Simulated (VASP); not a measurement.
# CdSe (P6_3mc) in VASP: single point with PBE

Aim: the single point of CdSe with PBE.

Program: VASP 6.6.1. These are calculated values, not measurements. Logs are shortened: lines on timing, memory, paths and dates and some standing lists are left out, and cuts for length are marked.

**Measured values to compare with.**

From a printed reference work, data compilation, for a bulk crystal of CdSe at 2 K: band gap 1.841 eV.

The runs below are set against these values where they give the same quantity.

## 1. The structure

Symmetry: P6_3mc, No. 186, hexagonal system. The conventional cell has a = 4.298 Å, b = 4.298 Å, c = 7.015 Å, α = 90.00°, β = 90.00°, γ = 120.00°. Cd (site symmetry 3m) has 4 Se at 2.63 Å as nearest neighbours. Se (site symmetry 3m) is surrounded by 4 Cd at 2.63 Å.

## 2. Single point, PBE

File INCAR:

```
SYSTEM = CdSe
PREC = Accurate
ENCUT = 520
EDIFF = 1E-6
ISMEAR = 0
SIGMA = 0.1
LREAL = .FALSE.
LASPH = .TRUE.
NELM = 100
ALGO = Fast
ISIF = 2
LWAVE = .FALSE.
LCHARG = .FALSE.
GGA = PE
NBANDS = 26
```

File KPOINTS:

```
Automatic mesh
0
G
  6 6 4
  0 0 0
```

File POSCAR:

```
CdSe
1.0
    4.2985000000      0.0000000000      0.0000000000
   -2.1492500000      3.7226100000      0.0000000000
    0.0000000000      0.0000000000      7.0152000000
Cd Se
2 2
Direct
    0.6666670000      0.3333330000      0.0000000000
    0.3333330000      0.6666670000      0.5000000000
    0.6666670000      0.3333330000      0.3750000000
    0.3333330000      0.6666670000      0.8750000000
```

Potentials or basis: VASP PAW PBE potentials, release 64 (Cd, Se).

Command:

```console
cat potpaw_PBE.64/Cd/POTCAR potpaw_PBE.64/Se/POTCAR > POTCAR
mpirun -np 1 vasp_std > vasp.out
```

OUTCAR:

```text
SYSTEM = CdSe
   PREC = Accurate
   ENCUT = 520
   EDIFF = 1E-6
   ISMEAR = 0
   LREAL = .FALSE.
   LASPH = .TRUE.
   NELM = 100
   ISIF = 2
   GGA = PE

 ion  position               nearest neighbor table
   1  0.667  0.333  0.000-   3 2.63   4 2.63   4 2.63   4 2.63
   2  0.333  0.667  0.500-   4 2.63   3 2.63   3 2.63   3 2.63
   3  0.667  0.333  0.375-   1 2.63   2 2.63   2 2.63   2 2.63
   4  0.333  0.667  0.875-   2 2.63   1 2.63   1 2.63   1 2.63

  LATTYP: Found a hexagonal cell.
 ALAT       =     4.2985000000
 C/A-ratio  =     1.6320111667

  Lattice vectors:

 A1 = (   4.2985000000,   0.0000000000,   0.0000000000)
 A2 = (  -2.1492500000,   3.7226100000,   0.0000000000)
 A3 = (   0.0000000000,   0.0000000000,   7.0152000000)

Analysis of symmetry for initial positions (statically):
=====================================================================
 Subroutine PRICEL returns:
 Original cell was already a primitive cell.

 Routine SETGRP: Setting up the symmetry group for a
 hexagonal supercell.

 Subroutine GETGRP returns: Found 12 space group operations
 (whereof  6 operations were pure point group operations)
 out of a pool of 24 trial point group operations.

The static configuration has the point symmetry C_3v.
 The point group associated with its full space group is C_6v.

Analysis of symmetry for dynamics (positions and initial velocities):
=====================================================================
 Subroutine PRICEL returns:
 Original cell was already a primitive cell.

 Routine SETGRP: Setting up the symmetry group for a
 hexagonal supercell.

 Subroutine GETGRP returns: Found 12 space group operations
 (whereof  6 operations were pure point group operations)
 out of a pool of 24 trial point group operations.

The dynamic configuration has the point symmetry C_3v.
 The point group associated with its full space group is C_6v.

 Subroutine INISYM returns: Found 12 space group operations
 (whereof  6 operations are pure point group operations),
 and found     1 'primitive' translations

----------------------------------------------------------------------------------------

                                     Primitive cell

  volume of cell :     112.2547

  direct lattice vectors                    reciprocal lattice vectors
     4.298500000  0.000000000  0.000000000     0.232639293  0.134314365  0.000000000
    -2.149250000  3.722610000  0.000000000     0.000000000  0.268628731  0.000000000
     0.000000000  0.000000000  7.015200000     0.000000000  0.000000000  0.142547611

  length of vectors
     4.298500000  4.298499828  7.015200000     0.268628720  0.268628731  0.142547611

  position of ions in fractional coordinates (direct lattice)
     0.666667000  0.333333000  0.000000000
     0.333333000  0.666667000  0.500000000
     0.666667000  0.333333000  0.375000000
     0.333333000  0.666667000  0.875000000

  ion indices of the primitive-cell ions
   primitive index   ion index
                 1           1
                 2           2
                 3           3
                 4           4

----------------------------------------------------------------------------------------

 KPOINTS: Automatic mesh

Automatic generation of k-mesh.
 Grid dimensions read from file:
 generate k-points for:    6    6    4

 Generating k-lattice:

  Cartesian coordinates                     Fractional coordinates (reciprocal lattice)
     0.038773215  0.022385728  0.000000000     0.166666667  0.000000000  0.000000000
     0.000000000  0.044771455  0.000000000     0.000000000  0.166666667  0.000000000
     0.000000000  0.000000000  0.035636903     0.000000000  0.000000000  0.250000000

  Length of vectors
     0.044771453  0.044771455  0.035636903

  Shift w.r.t. Gamma in fractional coordinates (k-lattice)
     0.000000000  0.000000000  0.000000000

 Subroutine IBZKPT returns following result:
 ===========================================

 Found     21 irreducible k-points:

 Following reciprocal coordinates:
            Coordinates               Weight
  0.000000  0.000000  0.000000      1.000000
  0.166667  0.000000  0.000000      6.000000
  0.333333 -0.000000  0.000000      6.000000
  0.500000  0.000000  0.000000      3.000000
  0.166667  0.166667  0.000000      6.000000
  0.333333  0.166667  0.000000     12.000000
[... 13 lines left out ...]
  0.333333  0.166667  0.500000     12.000000
  0.333333  0.333333  0.500000      2.000000
   k-points           NKPTS =     21   k-points in BZ     NKDIM =     21   number of bands    NBANDS=     26
   number of dos      NEDOS =    301   number of ions     NIONS =      4
   total plane-waves  NPLWV =  55296
   dimension x,y,z NGX =    32 NGY =   32 NGZ =   54
   dimension x,y,z NGXF=    64 NGYF=   64 NGZF=  108
   ions per type =               2   2
   NGX,Y,Z   is equivalent  to a cutoff of  12.38, 12.38, 12.80 a.u.
   NGXF,Y,Z  is equivalent  to a cutoff of  24.75, 24.75, 25.59 a.u.
 SYSTEM =  CdSe
   PREC   = accura    normal or accurate (medium, high low for compatibility)
   ISTART =      0    job   : 0-new  1-cont  2-samecut
   ICHARG =      2    charge: 1-file 2-atom 10-const
   ISPIN  =      1    spin polarized calculation?
   LNONCOLLINEAR =      F non collinear calculations
   LSORBIT =      F    spin-orbit coupling
   LASPH  =      T    aspherical Exc in radial PAW
   ENCUT  =  520.0 eV  38.22 Ry    6.18 a.u.   7.99  7.99 13.04*2*pi/ulx,y,z
   NELM   =    100;   NELMIN=  2; NELMDL= -5     # of ELM steps
   EDIFF  = 0.1E-05   stopping-criterion for ELM
   LREAL  =      F    real-space projection
   EDIFFG = 0.1E-04   stopping-criterion for IOM
   NSW    =      0    number of steps for IOM
   IBRION =     -1    ionic relax: 0-MD 1-quasi-New 2-CG
   NFREE  =      0    steps in history (QN), initial steepest desc. (CG)
   ISIF   =      2    stress and relaxation
   ISYM   =      2    0-nonsym 1-usesym 2-fastsym
   POTIM  = 0.5000    time-step for ionic-motion
   TEBEG  =    0.0;   TEEND  =   0.0 temperature during run
   PSTRESS=    0.0 pullay stress
   NELECT =      36.0000    total number of electrons
   NUPDOWN=      -1.0000    fix difference up-down
   EMIN   =  10.00;   EMAX   =-10.00  energy-range for DOS
   EFERMI =   0.00;   METHOD = LEGACY
   ISMEAR =     0;   SIGMA  =   0.10  broadening in eV -4-tet -1-fermi 0-gaus
   EFERMI_NEDOS =   21; number of points for ismear=-14 and -15
   IALGO  =     68    algorithm
   IMIX   =      4    mixing-type and parameters
     AMIX     =   0.40;   BMIX     =  1.00
     AMIX_MAG =   1.60;   BMIX_MAG =  1.00
  volume/ion in A,a.u.               =      28.06       189.38
  Fermi-wavevector in a.u.,A,eV,Ry     =   1.120575  2.117579 17.084669  1.255688
  Thomas-Fermi vector in A             =   2.257222
   LORBIT       =      0    0 simple, 1 ext, 2 COOP (PROOUT), +10 PAW based schemes
   GGA     = PE    functional components
   LHFCALC =     F    Hartree Fock is set to
   AEXX    =    0.0000 exact exchange contribution
   IVDW    =     0    specifies the selected vdW correction
   LEPSILON=     F    determine dielectric tensor
   LRPA    =     F    only Hartree local field effects (RPA)
 non-spin polarized calculation
 RMM-DIIS sequential band-by-band and
 Gauss-broadening in eV      SIGMA  =   0.10
  energy-cutoff  :      520.00
  volume of cell :      112.25
 maximum number of plane-waves:      3042
 NGX is ok and might be reduce to    32
   NGX = 15   NGY = 15   NGZ = 27

 number of electron      35.9999998 magnetization

 Free energy of the ion-electron system (eV)
  ---------------------------------------------------
  ext. energy  EPLUGINS =         0.00000000
  ---------------------------------------------------
  free energy    TOTEN  =       -10.91848533 eV

  energy without entropy =      -10.91848531  energy(sigma->0) =      -10.91848532

 E-fermi :   1.3071     XC(G=0):  -8.8895

 val. band max:        0.9680754236   @ k =   0.0000   0.0000   0.0000
 cond. band min:       1.6359861736   @ k =   0.0000   0.0000   0.0000
 fundamental gap:      0.6679107500
 Fermi energy:         1.3070655219

 k-point     1 :       0.0000    0.0000    0.0000
  band No.  band energies     occupation
      1     -11.6473      2.00000
      2     -11.2668      2.00000
      3      -6.9749      2.00000
      4      -6.9628      2.00000
      5      -6.9628      2.00000
      6      -6.8934      2.00000
[... 18 lines left out ...]
     25       7.9946      0.00000
     26       8.6937      0.00000

 k-point     2 :       0.1667    0.0000    0.0000
  band No.  band energies     occupation
      1     -11.5643      2.00000
      2     -11.2299      2.00000
      3      -6.9482      2.00000
      4      -6.9344      2.00000
      5      -6.8996      2.00000
      6      -6.8551      2.00000
[... 18 lines left out ...]
     25       8.2472      0.00000
     26       8.6245      0.00000

 k-point     3 :       0.3333   -0.0000    0.0000
  band No.  band energies     occupation
      1     -11.3834      2.00000
      2     -11.1678      2.00000
      3      -6.9033      2.00000
      4      -6.8899      2.00000
      5      -6.7873      2.00000
      6      -6.7718      2.00000
[... 18 lines left out ...]
     25       8.8005      0.00000
     26       9.2158      0.00000

 k-point     4 :       0.5000    0.0000    0.0000
  band No.  band energies     occupation
      1     -11.2747      2.00000
      2     -11.1535      2.00000
      3      -6.8882      2.00000
      4      -6.8756      2.00000
      5      -6.7340      2.00000
      6      -6.7216      2.00000
[... 18 lines left out ...]
     25       8.9281      0.00000
     26      10.6941      0.00000
[... 409 lines left out ...]
      1     -11.3012      2.00000
      2     -11.3012      2.00000
      3      -6.8660      2.00000
      4      -6.8660      2.00000
      5      -6.8439      2.00000
      6      -6.8439      2.00000
[... 18 lines left out ...]
     25       8.4781      0.00000
     26       8.4781      0.00000

 k-point    20 :       0.3333    0.1667    0.5000
  band No.  band energies     occupation
      1     -11.2078      2.00000
      2     -11.2078      2.00000
      3      -6.8418      2.00000
      4      -6.8418      2.00000
      5      -6.8082      2.00000
      6      -6.8082      2.00000
[... 18 lines left out ...]
     25       8.9568      0.00000
     26       8.9568      0.00000

 k-point    21 :       0.3333    0.3333    0.5000
  band No.  band energies     occupation
      1     -11.1775      2.00000
      2     -11.1775      2.00000
      3      -6.8198      2.00000
      4      -6.8198      2.00000
      5      -6.8075      2.00000
      6      -6.8075      2.00000
[... 18 lines left out ...]
     25       9.8228      0.00000
     26       9.8392      0.00000

------------------------ aborting loop because EDIFF is reached ----------------------------------------

  FORCE on cell =-STRESS in cart. coord.  units (eV):
  Direction    XX          YY          ZZ          XY          YZ          ZX
  --------------------------------------------------------------------------------------
  -------------------------------------------------------------------------------------
  Total        2.2896149      2.2896146      2.4182590      0.0000000      0.0000000      0.0000000
  in kB       32.6789799     32.6789764     34.5150789      0.0000000      0.0000000      0.0000000
  external PRESSURE =      33.2910117 kB  Pullay stress =       0.0000000 kB

 VOLUME and BASIS-vectors are now :
 -----------------------------------------------------------------------------
  energy-cutoff  :      520.00
  volume of cell :      112.25
      direct lattice vectors                 reciprocal lattice vectors
     4.298500000  0.000000000  0.000000000     0.232639293  0.134314365  0.000000000
    -2.149250000  3.722610000  0.000000000     0.000000000  0.268628731  0.000000000
     0.000000000  0.000000000  7.015200000     0.000000000  0.000000000  0.142547611

 POSITION                                       TOTAL-FORCE (eV/Angst)
 -----------------------------------------------------------------------------------
      2.14925      1.24087      0.00000         0.000000     -0.000000     -0.019939
     -0.00000      2.48174      3.50760         0.000000      0.000000     -0.019939
      2.14925      1.24087      2.63070        -0.000000      0.000000      0.019939
     -0.00000      2.48174      6.13830         0.000000     -0.000000      0.019939
 -----------------------------------------------------------------------------------
    total drift:                                0.000263     -0.000152     -0.000058

  FREE ENERGIE OF THE ION-ELECTRON SYSTEM (eV)
  ---------------------------------------------------
  free  energy   TOTEN  =       -10.9184853307 eV

  energy  without entropy=      -10.9184853148  energy(sigma->0) =      -10.91848532
```

It took 32 s on 1 thread of Intel Xeon Platinum 8488C (Sapphire Rapids), shared host; peak memory 0.24 GiB.

What came out:

```
Free energy            : -10.9185 eV
Pressure               : 3.3 GPa
Largest force          : 0.020 eV/Å
Band gap on the k mesh : 0.67 eV, direct
```

Forces on the atoms (eV/Å):
```
Cd   0.000  0.000 -0.020
Cd   0.000  0.000 -0.020
Se   0.000  0.000  0.020
Se   0.000  0.000  0.020
```

Levels at points of the mesh, in eV from the valence-band top:
| k point | band 14 | band 15 | band 16 | band 17 | band 18 | band 19 | band 20 | band 21 | band 22 | band 23 |
| --- | --- | --- | --- | --- | --- | --- | --- | --- | --- | --- |
| (0.00, 0.00, 0.00) | -0.77 | -0.77 | -0.05 | 0.00 | 0.00 | 0.67 | 2.21 | 5.86 | 5.86 | 6.14 |
| (0.50, 0.00, 0.00) | -3.65 | -2.68 | -1.87 | -1.35 | -0.76 | 3.22 | 3.33 | 4.76 | 6.15 | 6.44 |
| (0.00, 0.00, 0.50) | -2.68 | -0.40 | -0.40 | -0.40 | -0.40 | 2.38 | 2.38 | 5.86 | 5.86 | 6.26 |
| (0.50, 0.00, 0.50) | -4.23 | -1.38 | -1.38 | -1.35 | -1.35 | 2.93 | 2.93 | 4.85 | 4.85 | 7.74 |

Caveat: the cell's inner coordinates are idealised or old, which leaves forces on the atoms.

## 3. How close it comes

Step 2. Against the measured gap of CdSe, 1.841 eV (2 K; a printed reference work, data compilation), the calculated 0.67 eV is off by -1.17 eV. So large a miss can be the level of theory's own, or it may mean another phase, state or a wrong row. Spin-orbit coupling on Cd, Se is left out. The value is that of PBE, without temperature or zero-point motion. Semilocal functionals fall short of measured gaps as a rule.
